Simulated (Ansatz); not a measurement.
Two Ansatz runs on BN

The cell was built from the zincblende type and relaxed in the same program, and has space group F-43m; it needn't be a known or the stable phase.

First run: DFT, PBE, all-electron LAPW, non-relativistic (Ansatz 0.2.0).

Command: `ansatz run input.yaml --threads 1 --pin off --max-ram 2048MiB --backend cpu --events-out ev --progress --plain --runs-dir out` The run took about 19 s on 1 thread of a shared machine.

```yaml
crystal:
  lattice:
    - [0.0, 1.8123531715, 1.8123531715]
    - [1.8123531715, 0.0, 1.8123531715]
    - [1.8123531715, 1.8123531715, 0.0]
  atoms:
    - { symbol: B, position: [0.0, 0.0, 0.0] }
    - { symbol: "N", position: [0.25, 0.25, 0.25] }
kpoints:
  mp_grid: { grid: [16, 16, 16] }
  band_path:
    path:
      - [0.0, 0.0, 0.0]
      - [-0.5, -0.5, 0.0]
      - [-0.375, -0.375, 0.25]
      - [-0.375, 0.0, 0.375]
      - [0.0, 0.0, 0.0]
      - [0.0, 0.0, 0.5]
      - [-0.5, -0.25, 0.25]
      - [-0.5, -0.5, 0.0]
    npoints: 5
scf:
  occupations: { method: fermi_dirac, width: 0.03 }
hamiltonian:
  xc: pbe
  pseudopotentials:
    kind: all_electron
    lapw: { basis_error: 0.00025 }
    relativity: none
output:
  forces: true
  stress: true
  eigenvalues: true
```

Result: converged; pressure 0.12 GPa; gap on the k mesh 4.47 eV; 7 SCF iterations.

The input is then changed:

```diff
@@ -21,5 +21,5 @@
     npoints: 5
 scf:
-  occupations: { method: fermi_dirac, width: 0.03 }
+  occupations: { method: tetrahedron }
 hamiltonian:
   xc: pbe
```

(1) What does the second run give?

## Answers

(1) It converged; energy at zero smearing 0.0 meV/atom from the first run; pressure 0.12 GPa; gap on the k mesh 4.47 eV; 7 SCF iterations.
